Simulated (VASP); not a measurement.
# TiPt3 (Pm-3m) in VASP: notebook

Runs on TiPt3. Level: PBE. Tasks: single point, relaxation of cell and atoms.

Program: VASP 6.6.1. These are calculated values, not measurements. Logs are shortened: lines on timing, memory, paths and dates and some standing lists are left out, and cuts for length are marked.

## Step 1: The crystal as given

It takes space group Pm-3m (No. 221, cubic). The conventional cell has a = 3.948 Å, b = 3.948 Å, c = 3.948 Å, α = 90.00°, β = 90.00°, γ = 90.00°. Ti (site symmetry m-3m) is surrounded by 12 Pt at 2.79 Å. Pt (site symmetry 4/mmm) has 4 Ti at 2.79 Å and 8 Pt at 2.79 Å as nearest neighbours.

## Step 2: Single point, PBE

Input file INCAR:

```
PREC = Accurate
ENCUT = 520
EDIFF = 1E-6
ISMEAR = -1
SIGMA = 0.1
LREAL = F
LASPH = T
NELM = 100
ALGO = Normal
ISIF = 2
LWAVE = F
LCHARG = T
GGA = PE
LELF = T
LVHAR = T
NBANDS = 29
```

Input file KPOINTS:

```
regular mesh
0
Gamma
  9 9 9
```

Input file POSCAR:

```
TiPt3
1.0
    3.9483492991      0.0000000000      0.0000000000
    0.0000000000      3.9483492991      0.0000000000
    0.0000000000      0.0000000000      3.9483492991
Ti Pt
1 3
Direct
    0.0000000000      0.0000000000      0.0000000000
    0.0000000000      0.5000000000      0.5000000000
    0.5000000000      0.0000000000      0.5000000000
    0.5000000000      0.5000000000      0.0000000000
```

Potentials or basis: VASP PAW PBE potentials, release 64 (Ti_sv, Pt).

The run is started by

```console
> cat potpaw_PBE.64/Ti_sv/POTCAR potpaw_PBE.64/Pt/POTCAR > POTCAR
> mpirun -np 1 vasp_std > vasp.out
```

OUTCAR:

```text
PREC = Accurate
   ENCUT = 520
   EDIFF = 1E-6
   ISMEAR = -1
   LREAL = F
   LASPH = T
   NELM = 100
   ISIF = 2
   GGA = PE

 ion  position               nearest neighbor table
   1  0.000  0.000  0.000-   2 2.79   3 2.79   4 2.79   2 2.79   3 2.79   2 2.79   4 2.79   2 2.79
                             3 2.79   4 2.79   3 2.79   4 2.79
   2  0.000  0.500  0.500-   1 2.79   3 2.79   4 2.79   1 2.79   4 2.79   1 2.79   3 2.79   1 2.79
                             3 2.79   4 2.79   4 2.79   3 2.79
   3  0.500  0.000  0.500-   1 2.79   2 2.79   4 2.79   1 2.79   4 2.79   2 2.79   4 2.79   4 2.79
                             1 2.79   2 2.79   1 2.79   2 2.79
   4  0.500  0.500  0.000-   1 2.79   2 2.79   3 2.79   2 2.79   3 2.79   1 2.79   3 2.79   3 2.79
                             1 2.79   2 2.79   2 2.79   1 2.79

  LATTYP: Found a simple cubic cell.
 ALAT       =     3.9483492991

  Lattice vectors:

 A1 = (   3.9483492991,   0.0000000000,   0.0000000000)
 A2 = (   0.0000000000,   3.9483492991,   0.0000000000)
 A3 = (   0.0000000000,   0.0000000000,   3.9483492991)

Analysis of symmetry for initial positions (statically):
=====================================================================
 Subroutine PRICEL returns:
 Original cell was already a primitive cell.

 Routine SETGRP: Setting up the symmetry group for a
 simple cubic supercell.

 Subroutine GETGRP returns: Found 48 space group operations
 (whereof 48 operations were pure point group operations)
 out of a pool of 48 trial point group operations.

The static configuration has the point symmetry O_h .

Analysis of symmetry for dynamics (positions and initial velocities):
=====================================================================
 Subroutine PRICEL returns:
 Original cell was already a primitive cell.

 Routine SETGRP: Setting up the symmetry group for a
 simple cubic supercell.

 Subroutine GETGRP returns: Found 48 space group operations
 (whereof 48 operations were pure point group operations)
 out of a pool of 48 trial point group operations.

The dynamic configuration has the point symmetry O_h .

 Subroutine INISYM returns: Found 48 space group operations
 (whereof 48 operations are pure point group operations),
 and found     1 'primitive' translations

----------------------------------------------------------------------------------------

                                     Primitive cell

  volume of cell :      61.5526

[... 88 lines left out ...]
   LSORBIT =      F    spin-orbit coupling
   LASPH  =      T    aspherical Exc in radial PAW
   ENCUT  =  520.0 eV  38.22 Ry    6.18 a.u.   7.34  7.34  7.34*2*pi/ulx,y,z
   NELM   =    100;   NELMIN=  2; NELMDL= -5     # of ELM steps
   EDIFF  = 0.1E-05   stopping-criterion for ELM
   LREAL  =      F    real-space projection
   EDIFFG = 0.1E-04   stopping-criterion for IOM
   NSW    =      0    number of steps for IOM
   IBRION =     -1    ionic relax: 0-MD 1-quasi-New 2-CG
   NFREE  =      0    steps in history (QN), initial steepest desc. (CG)
   ISIF   =      2    stress and relaxation
   ISYM   =      2    0-nonsym 1-usesym 2-fastsym
   POTIM  = 0.5000    time-step for ionic-motion
   TEBEG  =    0.0;   TEEND  =   0.0 temperature during run
   PSTRESS=    0.0 pullay stress
   NELECT =      42.0000    total number of electrons
   NUPDOWN=      -1.0000    fix difference up-down
   EMIN   =  10.00;   EMAX   =-10.00  energy-range for DOS
   EFERMI =   0.00;   METHOD = LEGACY
   ISMEAR =    -1;   SIGMA  =   0.10  broadening in eV -4-tet -1-fermi 0-gaus
   EFERMI_NEDOS =   21; number of points for ismear=-14 and -15
   IALGO  =     38    algorithm
   IMIX   =      4    mixing-type and parameters
     AMIX     =   0.40;   BMIX     =  1.00
     AMIX_MAG =   1.60;   BMIX_MAG =  1.00
  volume/ion in A,a.u.               =      15.39       103.84
  Fermi-wavevector in a.u.,A,eV,Ry     =   1.441260  2.723587 28.262439  2.077231
  Thomas-Fermi vector in A             =   2.559912
   LORBIT       =      0    0 simple, 1 ext, 2 COOP (PROOUT), +10 PAW based schemes
   GGA     = PE    functional components
[... 5 lines left out ...]
 non-spin polarized calculation
  energy-cutoff  :      520.00
  volume of cell :       61.55
 maximum number of plane-waves:      1675
 NGX is ok and might be reduce to    30
   NGX = 15   NGY = 15   NGZ = 15

 number of electron      42.0000003 magnetization

 Free energy of the ion-electron system (eV)
  ---------------------------------------------------
  ext. energy  EPLUGINS =         0.00000000
  ---------------------------------------------------
  free energy    TOTEN  =       -29.58156662 eV

  energy without entropy =      -29.51861665  energy(sigma->0) =      -29.55009163

 E-fermi :  11.1296     XC(G=0): -13.0553

 val. band max:       11.0564441261   @ k =   0.4444   0.0000   0.0000
 cond. band min:      11.1738457643   @ k =   0.0000   0.0000   0.0000
 fundamental gap:      0.1174016381
 Fermi energy:        11.1295796755

 k-point     1 :       0.0000    0.0000    0.0000
  band No.  band energies     occupation
      1     -47.0320      2.00000
      2     -23.2402      2.00000
      3     -23.2402      2.00000
      4     -23.2402      2.00000
      5       1.3280      2.00000
      6       4.1481      2.00000
[... 757 lines left out ...]
     28      15.1420      0.00000
     29      18.4552      0.00000

 [... further k-points ...]

------------------------ aborting loop because EDIFF is reached ----------------------------------------

  FORCE on cell =-STRESS in cart. coord.  units (eV):
  Direction    XX          YY          ZZ          XY          YZ          ZX
  --------------------------------------------------------------------------------------
  -------------------------------------------------------------------------------------
  Total       -0.1344895     -0.1344895     -0.1344895     -0.0000000      0.0000000      0.0000000
  in kB       -3.5006801     -3.5006801     -3.5006801     -0.0000000      0.0000000      0.0000000
  external PRESSURE =      -3.5006801 kB  Pullay stress =       0.0000000 kB

 VOLUME and BASIS-vectors are now :
 -----------------------------------------------------------------------------
  energy-cutoff  :      520.00
  volume of cell :       61.55
      direct lattice vectors                 reciprocal lattice vectors
     3.948349299  0.000000000  0.000000000     0.253270398  0.000000000  0.000000000
     0.000000000  3.948349299  0.000000000     0.000000000  0.253270398  0.000000000
     0.000000000  0.000000000  3.948349299     0.000000000  0.000000000  0.253270398

 POSITION                                       TOTAL-FORCE (eV/Angst)
 -----------------------------------------------------------------------------------
      0.00000      0.00000      0.00000         0.000000      0.000000      0.000000
      0.00000      1.97417      1.97417         0.000000      0.000000      0.000000
      1.97417      0.00000      1.97417         0.000000      0.000000      0.000000
      1.97417      1.97417      0.00000         0.000000      0.000000      0.000000
 -----------------------------------------------------------------------------------
    total drift:                                0.000000      0.000000     -0.000000

  FREE ENERGIE OF THE ION-ELECTRON SYSTEM (eV)
  ---------------------------------------------------
  free  energy   TOTEN  =       -29.5815666167 eV

  energy  without entropy=      -29.5186166526  energy(sigma->0) =      -29.55009163
```

OSZICAR:

```text
N       E                     dE             d eps       ncg     rms          rms(c)
DAV:   1     0.374884267563E+03    0.37488E+03   -0.20888E+04  2030   0.156E+03
DAV:   2    -0.485159327090E+01   -0.37974E+03   -0.36096E+03  2130   0.401E+02
DAV:   3    -0.318365004082E+02   -0.26985E+02   -0.25565E+02  2565   0.100E+02
DAV:   4    -0.327707950121E+02   -0.93429E+00   -0.93000E+00  2523   0.176E+01
DAV:   5    -0.327981538549E+02   -0.27359E-01   -0.27355E-01  2492   0.295E+00    0.205E+01
DAV:   6    -0.312216808377E+02    0.15765E+01   -0.12041E+01  2220   0.291E+01    0.149E+01
DAV:   7    -0.305302194978E+02    0.69146E+00   -0.22131E+01  2582   0.301E+01    0.101E+01
DAV:   8    -0.296891859751E+02    0.84103E+00   -0.93274E-01  2199   0.912E+00    0.414E+00
DAV:   9    -0.296508346477E+02    0.38351E-01   -0.10782E+00  2911   0.598E+00    0.271E+00
DAV:  10    -0.295813163961E+02    0.69518E-01   -0.24561E-01  2372   0.357E+00    0.334E-01
DAV:  11    -0.295851878114E+02   -0.38714E-02   -0.75827E-03  2392   0.658E-01    0.597E-01
DAV:  12    -0.295815528894E+02    0.36349E-02   -0.12154E-02  2651   0.708E-01    0.226E-02
DAV:  13    -0.295815672321E+02   -0.14343E-04   -0.16602E-04  2172   0.954E-02    0.124E-02
DAV:  14    -0.295815666520E+02    0.58012E-06   -0.10684E-05  2478   0.245E-02    0.663E-03
DAV:  15    -0.295815666167E+02    0.35236E-07   -0.17091E-06  1583   0.124E-02
   1 F= -.29581567E+02 E0= -.29550092E+02  d E =-.629500E-01
```

Run time: 55 s. Hardware: 1 thread of Intel Xeon Platinum 8259CL at 2.50GHz (Skylake/Cascade Lake), shared host; peak memory 0.2 GiB.

What came out:

```
Free energy            : -29.5816 eV
Pressure               : -0.4 GPa
Band gap on the k mesh : none (metal or under the smearing width)
```

Levels at points of the mesh, in eV from the Fermi level:
```
           k point  band 17  band 18  band 19  band 20  band 21  band 22  band 23  band 24  band 25  band 26
(0.00, 0.00, 0.00)    -0.50     0.04     0.04     0.04     1.37     1.37     1.65     1.65     1.65     1.96
```

Spin-orbit coupling is left out, which matters for the levels of Pt.

## Step 3: Relaxation of cell and atoms, PBE

This run uses another cell than the first one, of 14.94 Å³/atom, 0.971 times its volume.

Input file INCAR:

```
PREC = Accurate
ENCUT = 600
EDIFF = 1E-6
ISMEAR = -1
SIGMA = 0.1
LREAL = F
LASPH = T
NELM = 100
ALGO = Normal
ISIF = 3
LWAVE = F
LCHARG = F
GGA = PE
IBRION = 2
NSW = 60
EDIFFG = -0.01
```

Input file KPOINTS:

```
Automatic mesh
0
Gamma
  9 9 9
```

Input file POSCAR:

```
TiPt3
1.0
    3.9097780000      0.0000000000      0.0000000000
    0.0000000000      3.9097780000      0.0000000000
    0.0000000000      0.0000000000      3.9097780000
Ti Pt
1 3
Direct
    0.0000000000      0.0000000000      0.0000000000
    0.0000000000      0.5000000000      0.5000000000
    0.5000000000      0.0000000000      0.5000000000
    0.5000000000      0.5000000000      0.0000000000
```

Potentials or basis: VASP PAW PBE potentials, release 64 (Ti_sv, Pt).

The run is started by

```console
> cat potpaw_PBE.64/Ti_sv/POTCAR potpaw_PBE.64/Pt/POTCAR > POTCAR
> mpirun -np 1 vasp_std > vasp.out
```

It took 2.3 min on 1 thread of Intel Xeon Platinum 8259CL at 2.50GHz (Skylake/Cascade Lake), shared host; peak memory 0.23 GiB.

The run converged. Its results:

```
Free energy                            : -29.5812 eV
Relaxed volume                         : 15.37 Å³/atom
Relaxed cell                           : a = 3.947 Å, b = 3.947 Å, c = 3.947 Å, α = 90.00°, β = 90.00°, γ = 90.00°
Space group after relaxing (to 0.05 Å) : Pm-3m (No. 221)
Energy gained by relaxing              : 9.2 meV/atom
Ionic steps                            : 4
Pressure after relaxing                : 0.0 GPa
Band gap on the k mesh                 : none (metal or under the smearing width)
```

Step by step:
```
step  energy change (eV)  largest force (eV/Å)  pressure (GPa)  volume (Å³)
   1              0.0000                0.0000            7.14        59.77
   2              0.1516                0.0000          -13.29        65.72
   3             -0.0369                0.0000           -0.16        61.52
   4             -0.0369                0.0000           -0.01        61.47
```

Final structure:
```yaml
crystal:
  lattice:
    - [3.94667, 0.00000, 0.00000]
    - [0.00000, 3.94667, 0.00000]
    - [0.00000, 0.00000, 3.94667]
  atoms:
    - { symbol: Ti, position: [0.00000, 0.00000, 0.00000] }
    - { symbol: Pt, position: [0.00000, 0.50000, 0.50000] }
    - { symbol: Pt, position: [0.50000, 0.00000, 0.50000] }
    - { symbol: Pt, position: [0.50000, 0.50000, 0.00000] }
```

Levels at points of the mesh, in eV from the Fermi level:
```
           k point  band 18  band 19  band 20  band 21  band 22  band 23  band 24  band 25
(0.00, 0.00, 0.00)     0.05     0.05     0.05     1.37     1.37     1.65     1.65     1.65
```

The run has no spin-orbit coupling, so splittings on Pt are missing. PBE usually gives volumes a little too large and moduli too small.
